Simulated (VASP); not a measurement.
Mn2Sn:

```
CELL_PARAMETERS angstrom
1.64435 0.94936 4.96634
-1.64435 0.94936 4.96634
0.00000 -1.89873 4.96634
ATOMIC_POSITIONS crystal
Mn 0.75000 0.75000 0.75000
Mn 0.25000 0.25000 0.25000
Sn 0.00000 0.00000 0.00000
```

The cell was built by a generator and needn't be a form met in nature.

| Property | Result |
| --- | --- |
| Program | VASP 6.6.1 |
| Task | relaxation of cell and atoms |
| Functional | PBE |
| Potentials or basis | VASP PAW PBE potentials, release 64 (Mn_pv, Sn_d) |
| Cutoff | 600 eV |
| k mesh | 6 × 6 × 6 |
| Occupations | gaussian, width 0.1 eV |
| Spin | collinear spin, typed start |
| Starting moments | [2.84, 2.84, 0.0] μB |

At the start: pressure 55.3 GPa; volume 15.51 Å³/atom.

Task: Where does the relaxation end?

Result: Over 39 steps the energy falls by 1558.8 meV/atom and the volume is 17.95 Å³/atom (+15.7 %); space group R-3m (No. 166, to 0.05 Å); moment 7.22 μB per cell.

The path:
| step | energy change (eV) | largest force (eV/Å) | pressure (GPa) | volume (Å³) |
| --- | --- | --- | --- | --- |
| 1 | 0.0000 | 6.9567 | 55.29 | 46.52 |
| 2 | -2.4876 | 0.2518 | -9.31 | 92.43 |
| 3 | -3.5897 | 0.9598 | -3.64 | 67.79 |
| 4 | -3.5937 | 1.0366 | -3.15 | 67.11 |
| 5 | -3.5942 | 1.1349 | -2.45 | 66.27 |
| 6 | -3.7463 | 1.0740 | -2.09 | 63.81 |
| 7 | -4.0183 | 0.3962 | 1.72 | 56.76 |
| 8 | -4.0194 | 0.2543 | 2.27 | 55.91 |
| 9 | -4.0312 | 0.2498 | -0.65 | 58.14 |
| 10 | -4.0366 | 0.0752 | 0.37 | 57.33 |
| 11 | -4.0411 | 0.0257 | -0.01 | 57.76 |
| 12 | -4.0459 | 0.0617 | -0.80 | 58.60 |
| 13 | -4.0381 | 0.2493 | -2.22 | 60.26 |
| 14 | -4.0460 | 0.1131 | -1.33 | 59.05 |
| 15 | -4.0470 | 0.1322 | -1.34 | 59.07 |
| 16 | -4.0500 | 0.1767 | -1.42 | 59.12 |
| 17 | -4.0577 | 0.2722 | -1.29 | 59.20 |
| 18 | -4.0786 | 0.5106 | -1.16 | 59.32 |
| 19 | -4.1120 | 1.0011 | -1.02 | 59.33 |
| 20 | -4.0942 | 1.6804 | 0.73 | 58.57 |
| 21 | -4.1148 | 1.3876 | -0.44 | 59.08 |
| 22 | -4.1170 | 1.4014 | -0.39 | 59.10 |
| 23 | -4.1234 | 1.4355 | -0.33 | 59.15 |
| 24 | -4.1341 | 1.4988 | -0.33 | 59.22 |
| 25 | -4.1380 | 1.5660 | -0.43 | 59.25 |
| 26 | -4.1393 | 1.5495 | -0.42 | 59.26 |
| 27 | -4.1500 | 1.5319 | -0.57 | 59.25 |
| 28 | -4.1814 | 1.4891 | -0.77 | 59.21 |
| 29 | -4.2407 | 1.3984 | -1.19 | 59.12 |
| 30 | -4.3406 | 1.2023 | -2.06 | 58.92 |
| 31 | -4.4493 | 0.8790 | -3.23 | 58.40 |
| 32 | -4.4597 | 0.8273 | -3.37 | 58.22 |
| 33 | -4.5525 | 0.7591 | -2.36 | 56.48 |
| 34 | -4.6547 | 0.0178 | 2.93 | 51.90 |
| 35 | -4.6587 | 0.2795 | 1.30 | 52.91 |
| 36 | -4.6597 | 0.2065 | 1.70 | 52.61 |
| 37 | -4.6744 | 0.0476 | 0.77 | 53.40 |
| 38 | -4.6765 | 0.0522 | 0.20 | 53.88 |
| 39 | -4.6765 | 0.0399 | 0.17 | 53.84 |

Final structure:
```
CELL_PARAMETERS angstrom
1.51748 0.87612 6.74982
-1.51748 0.87612 6.74982
0.00000 -1.75224 6.74982
ATOMIC_POSITIONS crystal
Mn 0.78296 0.78296 0.78296
Mn 0.21704 0.21704 0.21704
Sn 0.00000 0.00000 0.00000
```

Caveat: the k mesh is coarse (spacing up to 0.37 Å⁻¹), so the values aren't converged; the volume moved by over 15 % at a fixed basis, so the end points are rough.
